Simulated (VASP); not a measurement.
# ZnO (P6_3mc) in VASP: band structure with PBE

Aim: the band structure of ZnO with PBE.

Program: VASP 6.6.1. These are calculated values, not measurements. Logs are shortened: lines on timing, memory, paths and dates and some standing lists are left out, and cuts for length are marked.

## 1. The structure

Symmetry: P6_3/mmc, No. 194, hexagonal system. The conventional cell has a = 3.443 Å, b = 3.443 Å, c = 4.437 Å, α = 90.00°, β = 90.00°, γ = 120.00°. Zn (site symmetry -6m2) is surrounded by 5 O at 1.99 to 2.22 Å. O (site symmetry -6m2) has 5 Zn at 1.99 to 2.22 Å as nearest neighbours.

## 2. Band structure, PBE

Input file INCAR:

```
SYSTEM = ZnO
ALGO = Fast
EDIFF = 1E-7
ENCUT = 520
GGA = PE
ISIF = 2
ISMEAR = 0
LASPH = .TRUE.
LCHARG = .FALSE.
LREAL = .FALSE.
LWAVE = .FALSE.
NELM = 60
PREC = Accurate
SIGMA = 0.02
```

Input file KPOINTS:

```
k-points
0
G
  3 3 1
  0 0 0
```

Input file POSCAR:

```
ZnO                                     
1.0
    3.4430577890      0.0000000000      0.0000000000
   -1.7215288945      2.9817755087      0.0000000000
    0.0000000000      0.0000000000      4.4370579156
  Zn              O             
     2     2
Direct
     0.3333333300000021    0.6666666699999979    0.4394018844633496
     0.6666666699999979    0.3333333300000021    0.9394018844633497
     0.6666666699999979    0.3333333300000021    0.4396081155366514
     0.3333333300000021    0.6666666699999979    0.9396081155366512
```

Input file KPOINTS_OPT:

```
path GMKGALHA,LM,KH
20
line-mode
reciprocal
 0.0000000000  0.0000000000  0.0000000000  G
 0.5000000000  0.0000000000  0.0000000000  M

 0.5000000000  0.0000000000  0.0000000000  M
 0.3333333333  0.3333333333  0.0000000000  K

 0.3333333333  0.3333333333  0.0000000000  K
 0.0000000000  0.0000000000  0.0000000000  G

 0.0000000000  0.0000000000  0.0000000000  G
 0.0000000000  0.0000000000  0.5000000000  A

 0.0000000000  0.0000000000  0.5000000000  A
 0.5000000000  0.0000000000  0.5000000000  L

 0.5000000000  0.0000000000  0.5000000000  L
 0.3333333333  0.3333333333  0.5000000000  H

 0.3333333333  0.3333333333  0.5000000000  H
 0.0000000000  0.0000000000  0.5000000000  A

 0.5000000000  0.0000000000  0.5000000000  L
 0.5000000000  0.0000000000  0.0000000000  M

 0.3333333333  0.3333333333  0.0000000000  K
 0.3333333333  0.3333333333  0.5000000000  H
```

Potentials or basis: VASP PAW PBE potentials, release 64 (Zn, O).

Run with:

```sh
> cat potpaw_PBE.64/Zn/POTCAR potpaw_PBE.64/O/POTCAR > POTCAR
> mpirun -np 1 vasp_std > vasp.out
```

OUTCAR:

```text
SYSTEM = ZnO
   EDIFF = 1E-7
   ENCUT = 520
   GGA = PE
   ISIF = 2
   ISMEAR = 0
   LASPH = .TRUE.
   LREAL = .FALSE.
   NELM = 60
   PREC = Accurate

 ion  position               nearest neighbor table
   1  0.333  0.667  0.439-   3 1.99   3 1.99   3 1.99   4 2.22   4 2.22   2 2.98   2 2.98   2 2.98
                             2 2.98   2 2.98   2 2.98
   2  0.667  0.333  0.939-   4 1.99   4 1.99   4 1.99   3 2.22   3 2.22   1 2.98   1 2.98   1 2.98
                             1 2.98   1 2.98   1 2.98
   3  0.667  0.333  0.440-   1 1.99   1 1.99   1 1.99   2 2.22   2 2.22
   4  0.333  0.667  0.940-   2 1.99   2 1.99   2 1.99   1 2.22   1 2.22

  LATTYP: Found a hexagonal cell.
 ALAT       =     3.4430577890
 C/A-ratio  =     1.2886969048

  Lattice vectors:

 A1 = (   3.4430577890,   0.0000000000,   0.0000000000)
 A2 = (  -1.7215288945,   2.9817755087,   0.0000000000)
 A3 = (   0.0000000000,   0.0000000000,   4.4370579156)

Analysis of symmetry for initial positions (statically):
=====================================================================
 Subroutine PRICEL returns:
 Original cell was already a primitive cell.

 Routine SETGRP: Setting up the symmetry group for a
 hexagonal supercell.

 Subroutine GETGRP returns: Found 12 space group operations
 (whereof  6 operations were pure point group operations)
 out of a pool of 24 trial point group operations.

The static configuration has the point symmetry C_3v.
 The point group associated with its full space group is C_6v.

Analysis of symmetry for dynamics (positions and initial velocities):
=====================================================================
 Subroutine PRICEL returns:
 Original cell was already a primitive cell.

 Routine SETGRP: Setting up the symmetry group for a
 hexagonal supercell.

 Subroutine GETGRP returns: Found 12 space group operations
 (whereof  6 operations were pure point group operations)
 out of a pool of 24 trial point group operations.

The dynamic configuration has the point symmetry C_3v.
 The point group associated with its full space group is C_6v.

 Subroutine INISYM returns: Found 12 space group operations
 (whereof  6 operations are pure point group operations),
 and found     1 'primitive' translations

----------------------------------------------------------------------------------------

                                     Primitive cell

  volume of cell :      45.5527

  direct lattice vectors                    reciprocal lattice vectors
     3.443057789  0.000000000  0.000000000     0.290439505  0.167685327  0.000000000
    -1.721528895  2.981775509  0.000000000     0.000000000  0.335370653  0.000000000
     0.000000000  0.000000000  4.437057916     0.000000000  0.000000000  0.225374566

  length of vectors
     3.443057789  3.443057786  4.437057916     0.335370653  0.335370653  0.225374566

  position of ions in fractional coordinates (direct lattice)
     0.333333330  0.666666670  0.439401884
     0.666666670  0.333333330  0.939401884
     0.666666670  0.333333330  0.439608116
     0.333333330  0.666666670  0.939608116

  ion indices of the primitive-cell ions
   primitive index   ion index
                 1           1
                 2           2
                 3           3
                 4           4

----------------------------------------------------------------------------------------

 KPOINTS: k-points

Automatic generation of k-mesh.
 Grid dimensions read from file:
 generate k-points for:    3    3    1

 Generating k-lattice:

  Cartesian coordinates                     Fractional coordinates (reciprocal lattice)
     0.096813168  0.055895109  0.000000000     0.333333333  0.000000000  0.000000000
     0.000000000  0.111790218  0.000000000     0.000000000  0.333333333  0.000000000
     0.000000000  0.000000000  0.225374566     0.000000000  0.000000000  1.000000000

  Length of vectors
     0.111790218  0.111790218  0.225374566

  Shift w.r.t. Gamma in fractional coordinates (k-lattice)
     0.000000000  0.000000000  0.000000000

 Subroutine IBZKPT returns following result:
 ===========================================

 Found      3 irreducible k-points:

 Following reciprocal coordinates:
            Coordinates               Weight
  0.000000  0.000000  0.000000      1.000000
  0.333333  0.000000  0.000000      6.000000
  0.333333  0.333333  0.000000      2.000000
   k-points           NKPTS =      3   k-points in BZ     NKDIM =      3   number of bands    NBANDS=     22
   number of dos      NEDOS =    301   number of ions     NIONS =      4
   total plane-waves  NPLWV =  28224
   dimension x,y,z NGX =    28 NGY =   28 NGZ =   36
   dimension x,y,z NGXF=    56 NGYF=   56 NGZF=   72
   ions per type =               2   2
   NGX,Y,Z   is equivalent  to a cutoff of  13.52, 13.52, 13.49 a.u.
   NGXF,Y,Z  is equivalent  to a cutoff of  27.04, 27.04, 26.98 a.u.
 SYSTEM =  ZnO
   PREC   = accura    normal or accurate (medium, high low for compatibility)
   ISTART =      0    job   : 0-new  1-cont  2-samecut
   ICHARG =      2    charge: 1-file 2-atom 10-const
   ISPIN  =      1    spin polarized calculation?
   LNONCOLLINEAR =      F non collinear calculations
   LSORBIT =      F    spin-orbit coupling
   LASPH  =      T    aspherical Exc in radial PAW
   ENCUT  =  520.0 eV  38.22 Ry    6.18 a.u.   6.40  6.40  8.25*2*pi/ulx,y,z
   NELM   =     60;   NELMIN=  2; NELMDL= -5     # of ELM steps
   EDIFF  = 0.1E-06   stopping-criterion for ELM
   LREAL  =      F    real-space projection
   EDIFFG = 0.1E-05   stopping-criterion for IOM
   NSW    =      0    number of steps for IOM
   IBRION =     -1    ionic relax: 0-MD 1-quasi-New 2-CG
   NFREE  =      0    steps in history (QN), initial steepest desc. (CG)
   ISIF   =      2    stress and relaxation
   ISYM   =      2    0-nonsym 1-usesym 2-fastsym
   POTIM  = 0.5000    time-step for ionic-motion
   TEBEG  =    0.0;   TEEND  =   0.0 temperature during run
   PSTRESS=    0.0 pullay stress
   NELECT =      36.0000    total number of electrons
   NUPDOWN=      -1.0000    fix difference up-down
   EMIN   =  10.00;   EMAX   =-10.00  energy-range for DOS
   EFERMI =   0.00;   METHOD = LEGACY
   ISMEAR =     0;   SIGMA  =   0.02  broadening in eV -4-tet -1-fermi 0-gaus
   EFERMI_NEDOS =   21; number of points for ismear=-14 and -15
   IALGO  =     68    algorithm
   IMIX   =      4    mixing-type and parameters
     AMIX     =   0.40;   BMIX     =  1.00
     AMIX_MAG =   1.60;   BMIX_MAG =  1.00
  volume/ion in A,a.u.               =      11.39        76.85
  Fermi-wavevector in a.u.,A,eV,Ry     =   1.513576  2.860244 31.169751  2.290912
  Thomas-Fermi vector in A             =   2.623349
   LORBIT       =      0    0 simple, 1 ext, 2 COOP (PROOUT), +10 PAW based schemes
   GGA     = PE    functional components
   LHFCALC =     F    Hartree Fock is set to
   AEXX    =    0.0000 exact exchange contribution
   IVDW    =     0    specifies the selected vdW correction
   LEPSILON=     F    determine dielectric tensor
   LRPA    =     F    only Hartree local field effects (RPA)
 non-spin polarized calculation
 RMM-DIIS sequential band-by-band and
 Gauss-broadening in eV      SIGMA  =   0.02
  energy-cutoff  :      520.00
  volume of cell :       45.55
 maximum number of plane-waves:      1235
 NGX is ok and might be reduce to    28
   NGX = 13   NGY = 13   NGZ = 17

 number of electron      36.0000006 magnetization

 Free energy of the ion-electron system (eV)
  ---------------------------------------------------
  ext. energy  EPLUGINS =         0.00000000
  ---------------------------------------------------
  free energy    TOTEN  =       -18.21094671 eV

  energy without entropy =      -18.21094671  energy(sigma->0) =      -18.21094671

 E-fermi :   1.4004     XC(G=0): -11.1688

 val. band max:        1.2618441176   @ k =   0.0000   0.0000   0.0000
 cond. band min:       2.4027987565   @ k =   0.0000   0.0000   0.0000
 fundamental gap:      1.1409546389
 Fermi energy:         1.4003669529

 k-point     1 :       0.0000    0.0000    0.0000
  band No.  band energies     occupation
      1     -16.6793      2.00000
      2     -15.4641      2.00000
      3      -4.4026      2.00000
      4      -4.4026      2.00000
      5      -4.2838      2.00000
      6      -4.2838      2.00000
[... 14 lines left out ...]
     21      11.5597      0.00000
     22      12.7385      0.00000

 k-point     2 :       0.3333    0.0000    0.0000
  band No.  band energies     occupation
      1     -16.1976      2.00000
      2     -15.4853      2.00000
      3      -4.5361      2.00000
      4      -4.0931      2.00000
      5      -3.9710      2.00000
      6      -3.8342      2.00000
[... 14 lines left out ...]
     21       9.6292      0.00000
     22      11.2851      0.00000

 k-point     3 :       0.3333    0.3333    0.0000
  band No.  band energies     occupation
      1     -15.7238      2.00000
      2     -15.7238      2.00000
      3      -3.8895      2.00000
      4      -3.8895      2.00000
      5      -3.7180      2.00000
      6      -3.7180      2.00000
[... 14 lines left out ...]
     21       9.2423      0.00000
     22      11.7516      0.00000

------------------------ aborting loop because EDIFF is reached ----------------------------------------

  FORCE on cell =-STRESS in cart. coord.  units (eV):
  Direction    XX          YY          ZZ          XY          YZ          ZX
  --------------------------------------------------------------------------------------
  -------------------------------------------------------------------------------------
  Total        0.0027833      0.0027833      0.0017890      0.0000000     -0.0000000      0.0000000
  in kB        0.0978931      0.0978931      0.0629237      0.0000000     -0.0000000      0.0000000
  external PRESSURE =       0.0862367 kB  Pullay stress =       0.0000000 kB

 VOLUME and BASIS-vectors are now :
 -----------------------------------------------------------------------------
  energy-cutoff  :      520.00
  volume of cell :       45.55
      direct lattice vectors                 reciprocal lattice vectors
     3.443057789  0.000000000  0.000000000     0.290439505  0.167685327  0.000000000
    -1.721528895  2.981775509  0.000000000     0.000000000  0.335370653  0.000000000
     0.000000000  0.000000000  4.437057916     0.000000000  0.000000000  0.225374566

 POSITION                                       TOTAL-FORCE (eV/Angst)
 -----------------------------------------------------------------------------------
     -0.00000      1.98785      1.94965         0.000000     -0.000000      0.001420
      1.72153      0.99393      4.16818        -0.000000      0.000000      0.001420
      1.72153      0.99393      1.95057         0.000000     -0.000000     -0.001420
     -0.00000      1.98785      4.16910        -0.000000      0.000000     -0.001420
 -----------------------------------------------------------------------------------
    total drift:                                0.000006     -0.000004      0.000621

  FREE ENERGIE OF THE ION-ELECTRON SYSTEM (eV)
  ---------------------------------------------------
  free  energy   TOTEN  =       -18.2109467122 eV

  energy  without entropy=      -18.2109467122  energy(sigma->0) =      -18.21094671
```

Wall time 53 s (1 thread of Intel Xeon Platinum 8488C (Sapphire Rapids), shared host); peak memory 0.16 GiB.

Results:

```
Free energy             : -18.2109 eV
Pressure                : 0.0 GPa
Band gap on the k mesh  : 1.14 eV, direct
Band gap along the path : 0.95 eV, indirect (least direct gap 1.14 eV)
```

Levels at the corners of the path, in eV from the valence-band top:
| point | band 14 | band 15 | band 16 | band 17 | band 18 | band 19 | band 20 | band 21 | band 22 |
| --- | --- | --- | --- | --- | --- | --- | --- | --- | --- |
| Γ | -0.97 | -0.97 | -0.91 | -0.19 | -0.19 | 0.95 | 4.88 | 10.11 | 11.29 |
| M | -3.23 | -2.76 | -2.57 | -1.53 | -1.36 | 5.78 | 6.43 | 7.74 | 9.77 |
| M | -3.23 | -2.76 | -2.57 | -1.53 | -1.36 | 5.78 | 6.43 | 7.74 | 9.77 |
| K | -3.16 | -3.16 | -2.37 | -1.99 | -1.99 | 7.29 | 7.29 | 7.79 | 10.30 |
| K | -3.16 | -3.16 | -2.37 | -1.99 | -1.99 | 7.29 | 7.29 | 7.79 | 10.30 |
| Γ | -0.97 | -0.97 | -0.91 | -0.19 | -0.19 | 0.95 | 4.88 | 10.11 | 11.29 |
| Γ | -0.97 | -0.97 | -0.91 | -0.19 | -0.19 | 0.95 | 4.88 | 10.11 | 11.29 |
| A | -2.30 | -0.51 | -0.51 | -0.51 | -0.51 | 4.41 | 4.41 | 11.41 | 11.41 |
| A | -2.30 | -0.51 | -0.51 | -0.51 | -0.51 | 4.41 | 4.41 | 11.41 | 11.41 |
| L | -3.63 | -1.94 | -1.94 | -0.36 | -0.36 | 6.14 | 6.14 | 8.73 | 8.73 |
| L | -3.63 | -1.94 | -1.94 | -0.36 | -0.36 | 6.14 | 6.14 | 8.73 | 8.73 |
| H | -3.56 | -3.17 | -3.17 | 0.00 | 0.00 | 8.26 | 8.26 | 8.38 | 8.38 |
| H | -3.56 | -3.17 | -3.17 | 0.00 | 0.00 | 8.26 | 8.26 | 8.38 | 8.38 |
| A | -2.30 | -0.51 | -0.51 | -0.51 | -0.51 | 4.41 | 4.41 | 11.41 | 11.41 |
| L | -3.63 | -1.94 | -1.94 | -0.36 | -0.36 | 6.14 | 6.14 | 8.73 | 8.73 |
| M | -3.23 | -2.76 | -2.57 | -1.53 | -1.36 | 5.78 | 6.43 | 7.74 | 9.77 |
| K | -3.16 | -3.16 | -2.37 | -1.99 | -1.99 | 7.29 | 7.29 | 7.79 | 10.30 |
| H | -3.56 | -3.17 | -3.17 | 0.00 | 0.00 | 8.26 | 8.26 | 8.38 | 8.38 |

Caveat: the k mesh is coarse (spacing up to 1.42 Å⁻¹), so the values aren't converged; the mesh misses the band edges, which the band path finds closer together.
